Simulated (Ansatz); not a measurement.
# HfN: the cost of one run

Computed with Ansatz 0.2.0 (DFT PBE, scalar-relativistic, plane waves, PAW, unless a step's input says otherwise).

11 further runs of the same task are left out: 11 set aside as unsound or not needed.

## Step 1: Starting point

Symmetry: Fm-3m, No. 225, cubic system. The conventional cell has a = 4.548 Å, b = 4.548 Å, c = 4.548 Å, α = 90.00°, β = 90.00°, γ = 90.00°. Hf (site symmetry m-3m) is surrounded by 6 N at 2.27 Å. Around N (site symmetry m-3m) lie 6 Hf at 2.27 Å.

As a file:

```cif
data_structure
_symmetry_space_group_name_H-M 'Fm-3m'
_symmetry_Int_Tables_number 225
_cell_length_a 4.5476
_cell_length_b 4.5476
_cell_length_c 4.5476
_cell_angle_alpha 90.000
_cell_angle_beta 90.000
_cell_angle_gamma 90.000
_cell_volume 94.05
loop_
_atom_site_label
_atom_site_type_symbol
_atom_site_symmetry_multiplicity
_atom_site_Wyckoff_symbol
_atom_site_fract_x
_atom_site_fract_y
_atom_site_fract_z
_atom_site_occupancy
Hf1 Hf 4 a 0.00000 0.00000 0.00000 1
N1 N 4 b 0.50000 0.00000 0.00000 1
```

This cell was relaxed beforehand with the same method: volume 11.76 Å³/atom, gap on the mesh none (metal).

## Step 2: What is varied

The energy is mapped over a normal mode and a strain (zone-centre modes of the cell shown) (x along [1 0 0], y along [0 1 0], z along [0 0 1] of the conventional cell).

The axes are (1) amplitude of mode 5 (479 cm⁻¹), largest displacement in the unstrained cell: 11 values from −0.097 Å; (2) normal strain along y: 7 values from −7.00 %.

Nothing else is relaxed (the pattern is fixed in fractional coordinates). Energies count from the relaxed high-symmetry cell. Points are written as (first, second).

The modes come from a phonon run on the reference cell, made beforehand.

Displacement patterns for an amplitude of 1 (Å):

```csv
atom,x1,y1,z1
Hf1,0.000,-0.078,0.000
N2,0.000,1.000,0.000
```

## Step 3: Grid point (−0.097 Å, 2.33 %)

Contents of input.yaml:

```yaml
crystal:
  lattice:
    - [0.0, 2.3267939086, 2.2738140414]
    - [2.2738140414, 0.0, 2.2738140414]
    - [2.2738140414, 2.3267939086, 0.0]
  atoms:
    - { symbol: Hf, position: [0.0016738745, -0.0016738745, 0.0016738745] }
    - { symbol: "N", position: [0.4786701994, 0.5213298006, 0.4786701994] }
basis:
  ecutwfc: 520.0
kpoints:
  mp_grid: { grid: [16, 16, 16] }
hamiltonian:
  xc: pbe
  pseudopotentials: { kind: paw, azcp: { folder: soft_1 } }
scf:
  occupations: { method: gaussian, width: 0.15 }
output:
  forces: true
  stress: true
  eigenvalues: true
```

The run is started by

```sh
$ ansatz run input.yaml --threads 1 --pin off --max-ram 2048MiB --backend cpu --events-out ev --progress --plain --runs-dir out
```

**Question.** How long does this run take on 1 thread of Intel Xeon Platinum 8488C (Sapphire Rapids), shared host, and how much memory does it need?

About 14 s, with a peak of 0.57 GiB.
